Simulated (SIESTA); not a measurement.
Runs of SIESTA 5.4.2 on I. Symmetry: Cmce, No. 64, orthorhombic system. The conventional cell has a = 7.270 Å, b = 4.790 Å, c = 9.793 Å, α = 90.00°, β = 90.00°, γ = 90.00°. I (site symmetry m) is surrounded by 1 I at 2.68 Å. 

| task | level | potentials or basis | gap on the mesh (eV) | pressure (GPa) | V0 of scaled cells (Å³/atom) | B0 (GPa) | largest force (eV/Å) |
| --- | --- | --- | --- | --- | --- | --- | --- |
| equation of state | LDA | PseudoDojo 0.4 standard (LDA files), DZP (energy shift 0.003 Ry) | - | - | 41.73 | 30 | - |
| band structure | vdW-DF-cx | PseudoDojo 0.4 standard (PBE files), DZP (energy shift 0.003 Ry) | 1.18 | (a) | - | - | 1.46 |
| band structure | PBEsol | PseudoDojo 0.4 standard (PBEsol files), DZP (energy shift 0.003 Ry) | 1.13 | (d) | - | - | 1.28 |
| equation of state | PBEsol | PseudoDojo 0.4 standard (PBEsol files), DZP (energy shift 0.003 Ry) | - | - | 43.27 | 26 | - |
| band structure | PBE | PseudoDojo 0.4 standard (PBE files), DZP (energy shift 0.003 Ry) | 1.18 | 2.2 | - | - | 1.38 |
| band structure | LDA | PseudoDojo 0.4 standard (LDA files), DZP (energy shift 0.003 Ry) | 1.08 | -0.6 | - | - | 1.28 |
| band structure | BLYP | PseudoDojo 0.4 standard (PBE files), DZP (energy shift 0.003 Ry) | (b) | 4.4 | - | - | 1.66 |
| band structure | AM05 | PseudoDojo 0.4 standard (PBEsol files), DZP (energy shift 0.003 Ry) | 1.15 | 1.2 | - | - | (c) |

Alike in all rows: no spin polarisation; cell as given; k mesh 7 × 7 × 3; smearing fermi-dirac 0.05 eV; grid cutoff 500 Ry; energy shift 0.003 Ry.

Task: Fill in the values left out.

Result: (a) 0.9; (b) 1.21; (c) 1.17; (d) 0.4.

Caveats: the basis of atomic orbitals isn't converged, which shifts pressures, moduli and gaps; spin-orbit coupling is left out, which moves the levels of the heavy elements (some runs); the potentials were made for another functional, which shifts forces and pressure (some runs); forces of over 1 eV/Å show positions far from the minimum, so gaps and moduli don't describe the material at rest (some runs); the cell was scaled at fixed shape and fractional positions, which overstates the stiffness of a crystal with free parameters, most of all of layers and chains (some runs).

A k mesh can miss the band edges, and the runs leave out spin-orbit coupling on I.

Not every run made on this cell is shown here.
